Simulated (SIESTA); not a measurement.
## MgB2: equation of state with PBEsol

Crystal: MgB2.

```xyz
3
Lattice="3.0850 0.0000 0.0000 -1.5425 2.6717 0.0000 0.0000 0.0000 3.5230" Properties=species:S:1:pos:R:3 pbc="T T T"
Mg    0.0000    0.0000    0.0000
B     1.5425    0.8906    1.7615
B     0.0000    1.7811    1.7615
```

| Quantity | Value |
| --- | --- |
| Program | SIESTA 5.4.2 |
| Task | equation of state |
| Functional | PBEsol |
| Potentials or basis | PseudoDojo 0.4 standard (PBEsol files) |
| Basis | DZP (energy shift 0.003 Ry; two zetas on semicore shells) |
| Grid cutoff | 800 Ry |
| Energy shift | 0.003 Ry |
| k mesh | 10 × 10 × 8 |
| Occupations | fermi-dirac, width 0.05 eV |
| Spin | no spin polarisation |

| Item | Value |
| --- | --- |
| Equilibrium volume | 9.83 Å³/atom |
| Bulk modulus at fixed shape and positions | 151 GPa |
| Pressure derivative of the bulk modulus | 2.7 (rough: it moves with the points fitted) |

Energy against volume, from the lowest point:
```csv
volume (Å³/atom),energy (meV/atom)
9.098,27.90
9.292,14.67
9.485,5.79
9.679,0.95
9.873,0.00
10.066,2.59
10.260,8.37
```

All runs of the series together: 13 min on 1 thread of Arm Neoverse V2, on a shared host.

Caveat: the fit is doubtful: noisy points or a state that changes with volume; the cell was scaled at fixed shape and fractional positions, which overstates the stiffness of a crystal with free parameters, most of all of layers and chains; the basis of atomic orbitals isn't converged, which shifts pressures, moduli and gaps.
